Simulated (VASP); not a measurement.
TaSi2:

```
Ta Si
1.0
     4.78000    0.00000    0.00000
    -2.39000    4.13960    0.00000
     0.00000    0.00000    6.56400
Ta Si
3 6
Cartesian
  -1.1950 2.0698 1.0940
  1.1950 2.0698 5.4700
  2.3900 0.0000 3.2820
  1.1949 0.6899 1.0940
  -1.1951 3.4497 5.4700
  2.3900 2.7599 3.2820
  1.1951 3.4497 1.0940
  3.5851 0.6899 5.4700
  0.0000 1.3797 3.2820
```

| Quantity | Value |
| --- | --- |
| Program | VASP 6.6.1 |
| Task | relaxation of cell and atoms |
| Functional | PBE |
| Potentials or basis | VASP PAW PBE potentials, release 64 (Ta_sv_GW, Si_GW) |
| Cutoff | 600 eV |
| k mesh | 5 × 5 × 3 |
| Occupations | fermi-dirac, width 0.05 eV |
| Spin | no spin polarisation |

At the start: pressure 3.6 GPa; volume 14.43 Å³/atom.

Problem. Where does the relaxation end?

Solution. Over 10 steps the energy falls by 20.0 meV/atom and the volume is 14.67 Å³/atom (+1.7 %); space group P6_222 (No. 180, to 0.05 Å).

Step by step:
| step | energy change (eV) | largest force (eV/Å) | pressure (GPa) | volume (Å³) |
| --- | --- | --- | --- | --- |
| 1 | 0.0000 | 0.7922 | 3.59 | 129.88 |
| 2 | -0.0729 | 0.2625 | -5.42 | 136.05 |
| 3 | -0.1038 | 0.4431 | -2.49 | 133.82 |
| 4 | -0.1747 | 0.0588 | -0.25 | 132.09 |
| 5 | -0.1761 | 0.0107 | 0.17 | 131.81 |
| 6 | -0.1797 | 0.0002 | 0.11 | 131.98 |
| 7 | -0.1798 | 0.0007 | 0.12 | 131.96 |
| 8 | -0.1798 | 0.0007 | 0.11 | 131.96 |
| 9 | -0.1798 | 0.0012 | -0.16 | 132.14 |
| 10 | -0.1799 | 0.0010 | 0.00 | 132.04 |

Final structure:
```xyz
9
Lattice="4.8139 0.0000 0.0000 -2.4070 4.1690 0.0000 0.0000 0.0000 6.5791" Properties=species:S:1:pos:R:3 pbc="T T T"
Ta   -1.2035    2.0845    1.0965
Ta    1.2035    2.0845    5.4825
Ta    2.4070    0.0000    3.2895
Si    1.1459    0.6616    1.0965
Si   -1.2611    3.5074    5.4825
Si    2.4070    2.8458    3.2895
Si    1.2611    3.5074    1.0965
Si    3.6680    0.6616    5.4825
Si    0.0000    1.3232    3.2895
```
